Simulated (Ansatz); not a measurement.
Input and output for Pd (beta tin type): DFT, PBE, PAW with Ansatz's default frozen-core files, scalar-relativistic (Ansatz 0.2.0). This run: beta tin relaxed under pressure.

The start is a guessed cell of a prototype that needn't be stable.

Command: `ansatz run input.yaml --threads 1 --pin off --max-ram 3584MiB --backend cpu --events-out ev --progress --plain --runs-dir out` It took 65 s on 1 thread of Intel(R) Xeon(R) Platinum 8488C (Sapphire Rapids), with other jobs on the host, peak memory 0.56 GiB.

```yaml
crystal:
  lattice:
    - [-1.792271479, 1.792271479, 0.9857493134]
    - [1.792271479, -1.792271479, 0.9857493134]
    - [1.792271479, 1.792271479, -0.9857493134]
  atoms:
    - { symbol: Pd, position: [-0.375, -0.125, -0.25] }
    - { symbol: Pd, position: [0.375, 0.125, 0.25] }
kpoints:
  mp_grid: { grid: [22, 22, 22] }
scf:
  occupations: { method: fermi_dirac, width: 0.05 }
hamiltonian:
  xc: pbe
  pseudopotentials: { kind: paw }
output:
  forces: true
  stress: true
  eigenvalues: true
relax:
  f_tol: 0.005
  max_steps: 40
  cell: { p_target: 1500.0, stress_tol: 0.75 }
```

Output:

```
Engine: ansatz 0.2.0
Pseudopotentials: kind: paw
Pseudopotential: Pd, paw, valence charge 18, recommended cutoff 420 eV (normal), Pd.paw.azcp
Functional definition: PBE
  parameter kappa = 0.804
  parameter beta = 0.06672455060314922
  exchange = pbe_x(kappa = kappa, mu = beta*pi^2/3)
  correlation = pbe_c(beta = beta)
Crystal: 2 atoms, lattice volume = 12.666 Å³
Basis set: ecut = 420 eV, 259 PW (Γ), exchange–correlation on 40×40×40 points (8 copies of the dense FFT grid, shifted against one another)
Bands: 22, of which v1, the nominal top of the filled ones, is band 18 counted from 1 (17 counted from 0)
Symmetry: 16 space group operations
Space group: I41/amd (ITA 141), of the structure as read, at distance tolerance 2.3e-5 Å
k-points: 834 of 10648
Non-local potential: Pd, projectors of the file, l = 0: 2, l = 1: 2, l = 2: 2, l = 3: 1
PAW form: soft (Blöchl's): semilocal exchange-correlation on the pseudo side does not see the compensation charge
PAW one-centre angular grid: Pd, 590 points (default); XC on 64 Gauss nodes
Initial density: superposition of atomic densities (neutral atoms: chi_scale 0, normalization atom), corrected by the library's trained network
Initial wavefunctions: pseudopotential atomic-orbital guess
Functional: x = pbe(κ = 0.804, μ = 0.2195149727645171), c = pbe(β = 0.06672455060314922)
SCF iter   1: F=—  HF=-13904.310388 eV  |F-HF|=—  |Δ(HF+E_count)|=         —  Δρ=1.49e-1  dr2=1.87e0  ethr=1.77e-3  ⟨swp⟩=6.2  Hψ=93778  notcnv=0
preconditioner: auto → none  [metal: Δε(μ)=0.004 eV  Ē_g=20.441 eV  σ=0.050 eV  W_gap=0.02  n_scr=4 (ndim 8)  ℏωp=46.7 eV  f_vac=0.000  D(μ)=0.65/eV (n_scr^D=4)  sad-step TF]
SCF iter   2: F=—  HF=-13903.841059 eV  |F-HF|=—  |Δ(HF+E_count)|=   4.69e-1  Δρ=7.56e-2  dr2=4.81e-1  ethr=1.77e-3  ⟨swp⟩=2.5  Hψ=37413  notcnv=0  defer=9
SCF iter   3: F=—  HF=-13903.654543 eV  |F-HF|=—  |Δ(HF+E_count)|=   1.87e-1  Δρ=4.72e-3  dr2=1.67e-3  ethr=1.34e-3  ⟨swp⟩=2.3  Hψ=30392  notcnv=0  defer=9
SCF iter   4: F=—  HF=-13903.657586 eV  |F-HF|=—  |Δ(HF+E_count)|=   3.04e-3  Δρ=2.16e-3  dr2=2.79e-4  ethr=4.65e-6  ⟨swp⟩=2.4  Hψ=35078  notcnv=0  defer=9
SCF iter   5: F=—  HF=-13903.657538 eV  |F-HF|=—  |Δ(HF+E_count)|=   4.74e-5  Δρ=1.23e-4  dr2=7.09e-7  ethr=7.75e-7  ⟨swp⟩=2.0  Hψ=31320  notcnv=0  defer=9
SCF iter   6: F=—  HF=-13903.657532 eV  |F-HF|=—  |Δ(HF+E_count)|=   6.19e-6  Δρ=1.67e-5  dr2=9.58e-9  ethr=2.78e-10  ⟨swp⟩=8.3  Hψ=97443  notcnv=0
SCF iter   7: F=-13903.657532 eV  HF=-13903.657532 eV  |F-HF|=2.36e-11  |Δ(HF+E_count)|=  8.73e-11  Δρ=3.54e-6  dr2=3.46e-10  ethr=2.66e-11  ⟨swp⟩=2.1  Hψ=68957  notcnv=0
SCF 1 converged in 7 iterations: F = -13903.657532 eV  dr2 = 3.46e-10
  greatest PAW one-centre occupation: 1.007 electrons in one spin orbital (limit 2), on the Pd atom at site 1 (counted from 0), in its partial waves of l = 1
relax step   1: F+E_penalty+E_count = -13903.65753229 eV  Δ(F+E_penalty+E_count) = +0.000e0 eV  max|allowed force component| = 9.714e-17 eV/Å  Δτ_max = 0.0000 Å  P = +1607.627 GPa  Ω = 12.666 Å³  (7 SCF iters, dr2 threshold 1.00e-7 eV, accepted)
Crystal: 2 atoms, lattice volume = 13.557 Å³
Basis set: ecut = 420 eV, 263 PW (Γ), exchange–correlation on 40×40×40 points (8 copies of the dense FFT grid, shifted against one another)
Initial density: handed on by an earlier stage of this run
Initial wavefunctions: those handed on with the density
iter 1 solved again at ethr=2.89e-4 eV; its pass at ethr=3.10e-3 eV (dr2=1.04e-1 eV) is discarded
SCF iter   1: F=—  HF=-13911.642176 eV  |F-HF|=—  |Δ(HF+E_count)|=         —  Δρ=3.69e-2  dr2=1.03e-1  ethr=2.89e-4  ⟨swp⟩=1.1  Hψ=116138  notcnv=0
preconditioner: auto → none  [metal: Δε(μ)=0.008 eV  Ē_g=19.067 eV  σ=0.050 eV  W_gap=0.04  n_scr=4 (ndim 8)  ℏωp=45.1 eV  f_vac=0.000  D(μ)=0.74/eV (n_scr^D=4)]
SCF iter   2: F=—  HF=-13911.604269 eV  |F-HF|=—  |Δ(HF+E_count)|=   3.79e-2  Δρ=6.13e-3  dr2=1.60e-3  ethr=2.85e-4  ⟨swp⟩=2.7  Hψ=34878  notcnv=0
SCF iter   3: F=—  HF=-13911.605053 eV  |F-HF|=—  |Δ(HF+E_count)|=   7.84e-4  Δρ=2.74e-3  dr2=2.50e-4  ethr=4.45e-6  ⟨swp⟩=2.2  Hψ=31150  notcnv=0
SCF iter   4: F=—  HF=-13911.605339 eV  |F-HF|=—  |Δ(HF+E_count)|=   2.86e-4  Δρ=1.16e-4  dr2=3.41e-7  ethr=6.96e-7  ⟨swp⟩=2.5  Hψ=32337  notcnv=0
SCF iter   5: F=—  HF=-13911.605338 eV  |F-HF|=—  |Δ(HF+E_count)|=   1.08e-6  Δρ=2.42e-5  dr2=2.62e-8  ethr=5.56e-10  ⟨swp⟩=7.4  Hψ=85674  notcnv=0
SCF iter   6: F=-13911.605338 eV  HF=-13911.605338 eV  |F-HF|=3.27e-11  |Δ(HF+E_count)|=   8.21e-9  Δρ=1.40e-6  dr2=5.89e-11  ethr=7.27e-11  ⟨swp⟩=2.2  Hψ=62996  notcnv=0
SCF 2 converged in 6 iterations: F = -13911.605338 eV  dr2 = 5.89e-11
  greatest PAW one-centre occupation: 1.005 electrons in one spin orbital (limit 2), on the Pd atom at site 1 (counted from 0), in its partial waves of l = 1
relax step   2: F+E_penalty+E_count = -13911.60533784 eV  Δ(F+E_penalty+E_count) = -7.948e0 eV  max|allowed force component| = 6.939e-17 eV/Å  Δτ_max = 0.0000 Å  P = +1277.402 GPa  Ω = 13.557 Å³  energy of the carried Pulay correction = -1.118e-2 eV  (6 SCF iters, dr2 threshold 2.00e-7 eV, rejected (line search))
Crystal: 2 atoms, lattice volume = 12.949 Å³
iter 1 solved again at ethr=9.95e-5 eV; its pass at ethr=3.10e-3 eV (dr2=3.58e-2 eV) is discarded
SCF iter   1: F=—  HF=-13906.513753 eV  |F-HF|=—  |Δ(HF+E_count)|=         —  Δρ=2.28e-2  dr2=3.60e-2  ethr=9.95e-5  ⟨swp⟩=1.4  Hψ=105784  notcnv=0
preconditioner: auto → none  [metal: Δε(μ)=0.001 eV  Ē_g=19.864 eV  σ=0.050 eV  W_gap=0.01  n_scr=4 (ndim 8)  ℏωp=46.1 eV  f_vac=0.000  D(μ)=0.71/eV (n_scr^D=4)]
SCF iter   2: F=—  HF=-13906.500564 eV  |F-HF|=—  |Δ(HF+E_count)|=   1.32e-2  Δρ=3.51e-3  dr2=4.88e-4  ethr=9.95e-5  ⟨swp⟩=2.2  Hψ=34376  notcnv=0
SCF iter   3: F=—  HF=-13906.500985 eV  |F-HF|=—  |Δ(HF+E_count)|=   4.21e-4  Δρ=1.49e-3  dr2=7.43e-5  ethr=1.35e-6  ⟨swp⟩=2.1  Hψ=31205  notcnv=0
SCF iter   4: F=—  HF=-13906.501114 eV  |F-HF|=—  |Δ(HF+E_count)|=   1.29e-4  Δρ=5.80e-5  dr2=8.49e-8  ethr=2.06e-7  ⟨swp⟩=2.6  Hψ=32143  notcnv=0
SCF iter   5: F=—  HF=-13906.501105 eV  |F-HF|=—  |Δ(HF+E_count)|=   8.43e-6  Δρ=1.35e-5  dr2=8.06e-9  ethr=1.25e-11  ⟨swp⟩=8.3  Hψ=98176  notcnv=0
SCF iter   6: F=-13906.501105 eV  HF=-13906.501105 eV  |F-HF|=3.64e-12  |Δ(HF+E_count)|=   2.03e-9  Δρ=7.03e-7  dr2=1.28e-11  ethr=1.25e-11  ⟨swp⟩=5.0  Hψ=64538  notcnv=0
[... lines left out ...]
Initial wavefunctions: pseudopotential atomic-orbital guess (no wavefunctions were taken with the density)
iter 1 solved again at ethr=1.53e-8 eV; its pass at ethr=3.10e-3 eV (dr2=5.52e-6 eV) is discarded
SCF iter   1: F=—  HF=-13906.275736 eV  |F-HF|=—  |Δ(HF+E_count)|=         —  Δρ=4.46e-4  dr2=2.63e-6  ethr=1.53e-8  ⟨swp⟩=5.0  Hψ=154944  notcnv=0
preconditioner: auto → none  [metal: Δε(μ)=0.004 eV  Ē_g=19.872 eV  σ=0.050 eV  W_gap=0.02  n_scr=4 (ndim 8)  ℏωp=46.2 eV  f_vac=0.000  D(μ)=0.71/eV (n_scr^D=4)]
SCF iter   2: F=—  HF=-13906.275735 eV  |F-HF|=—  |Δ(HF+E_count)|=   1.26e-6  Δρ=2.10e-4  dr2=4.46e-7  ethr=7.32e-9  ⟨swp⟩=2.9  Hψ=35515  notcnv=0
SCF iter   3: F=—  HF=-13906.275737 eV  |F-HF|=—  |Δ(HF+E_count)|=   1.81e-6  Δρ=4.07e-5  dr2=2.18e-8  ethr=1.24e-9  ⟨swp⟩=1.9  Hψ=23675  notcnv=0
SCF iter   4: F=-13906.275737 eV  HF=-13906.275737 eV  |F-HF|=1.67e-9  |Δ(HF+E_count)|=   7.03e-8  Δρ=6.06e-6  dr2=4.60e-10  ethr=1.25e-11  ⟨swp⟩=7.3  Hψ=90303  notcnv=0
SCF 6 converged in 4 iterations: F = -13906.275737 eV  dr2 = 4.60e-10
relax step   6: F+E_penalty+E_count = -13906.27573684 eV  Δ(F+E_penalty+E_count) = -2.993e-3 eV  max|allowed force component| = 1.388e-17 eV/Å  Δτ_max = 0.0000 Å  P = +1499.664 GPa  Ω = 12.924 Å³  stress off target by 4.33e-1 GPa  SCF on the basis re-selected at this cell (its energy is not comparable with the rows above)  (4 SCF iters)
basis re-selected at this cell: Δ(F+E_penalty+E_count) = -2.993e-3 eV, ΔP = -0.344 GPa vs the last step (what re-selecting the basis moved, of the pressure what is left beyond the Pulay correction that the steps carried, after the strain that the cell walked since its last selection, with what the two solves' SCF thresholds leave and, on support functions, any second-order correction that the steps lacked; it is no measure of the basis error at this ecutwfc). This SCF's stress stands 4.33e-1 GPa from its target on what of the cell is left free (relax.cell.stress_tol is 7.50e-1 GPa) and its largest allowed force component is 1.39e-17 eV/Å (relax.f_tol is 5.00e-3 eV/Å): within both
SCF converged after 4 iterations
Free energy (F): -13906.275737 eV
Harris-Foulkes:  -13906.275737 eV  (|F-HF|=1.67e-9)
Internal energy: -13906.270066 eV  (E = F + TS)
E sigma→0 (E₀):  -13906.272901 eV
Entropy (-TS):   -0.005671 eV (-2.836 meV/atom)
Fermi energy:    54.910603 eV
--- Per-component energies (eV) ---
  E_band       = 757.397608
  E_kinetic    = 1154.687458
  E_local      = -1248.871221  (includes V_loc(G=0)·N_el)
  E_nonlocal   = 471.206753
  E_hartree    = 770.977202
  E_xc         = -365.754457
  E_vxc        = -461.888608  (∫ρ·V_xc dr)
  E_paw        = -7529.641403  (= ΣΔE_a)
  E_vpaw       = -699.691205  (= ΣTr[D̂ρ^β])
  E_aug_tail   = 0.000491  (compensation charges beyond the density's cutoff)
  E_ewald      = -7158.874889
  E_smearing   = -0.005671  (= −TS)
  E_closure    = 0.000000  (closes the sum)
  Σ components = -13906.275737   (vs F -13906.275737, Δ=0.00e0)
--- Forces (eV/Å), atoms counted from 1 ---
  atom   1  Pd    -0.00000000     0.00000000     0.00000000
  atom   2  Pd     0.00000000     0.00000000     0.00000000
  max |Σ_I F_I| component: 1.39e-16 eV/Å
--- Stress (GPa, compression-positive) ---
     1499.567167      -0.000000      -0.000000
       -0.000000    1499.567167       0.000000
        0.000000       0.000000    1499.856807
  P = ⅓ Tr σ = 1499.6637 GPa (14996.637 kbar)
--- Band table (eV; the first three rows and the last of 834) ---
  k-point 0: bands = ["-36.7949", "-33.7260", "-3.9747", "-3.9747", "1.5563", "1.6239", "1.6313", "1.6313", "34.4471", "38.0962", "40.0988", "40.2494", "40.5078", "49.2945", "49.2945", "49.4923", "49.4923", "55.4455", "58.9018", "64.6732", "64.6732", "74.3182"]
  k-point 1: bands = ["-36.7804", "-33.7429", "-3.9535", "-3.9532", "1.4276", "1.5924", "1.6258", "1.7256", "34.5237", "38.1601", "40.1529", "40.2203", "40.5088", "49.3168", "49.3542", "49.5392", "49.5477", "55.3366", "58.5222", "64.5277", "65.0427", "74.1821"]
  k-point 2: bands = ["-36.7372", "-33.7932", "-3.8900", "-3.8890", "1.2328", "1.4776", "1.6315", "1.8183", "34.7523", "38.3506", "40.1373", "40.2051", "40.6226", "49.3793", "49.5272", "49.6773", "49.7057", "55.0175", "57.5976", "64.0951", "65.9315", "73.7978"]
  k-point 833: bands = ["-35.2141", "-35.2141", "-5.2405", "-5.2405", "1.5346", "1.5346", "2.4217", "2.4217", "39.8934", "39.8934", "42.2606", "42.2606", "47.6653", "47.6653", "49.6218", "49.6218", "50.7036", "50.7036", "53.4722", "53.4722", "70.5223", "70.5223"]
--- Relaxed structure (5 steps of the walk, 4 accepted, 1 SCFs on fresh bases) ---
  F+E_penalty+E_count = -13906.27573684 eV   max|allowed force component| = 1.388e-17 eV/Å   (the final SCF, on the basis selected at the relaxed cell)
  cell:  # Å, volume = 12.9245 Å³
    - [-1.8207611790600762, 1.8207611790600762, 0.9746449123173464]
    - [1.8207611790600762, -1.8207611790600762, 0.9746449123173464]
    - [1.8207611790600762, 1.8207611790600762, -0.9746449123173464]
  atoms:
    - { symbol: Pd, position: [-0.375, -0.125, -0.25] }
    - { symbol: Pd, position: [0.375, 0.125, 0.25] }
```
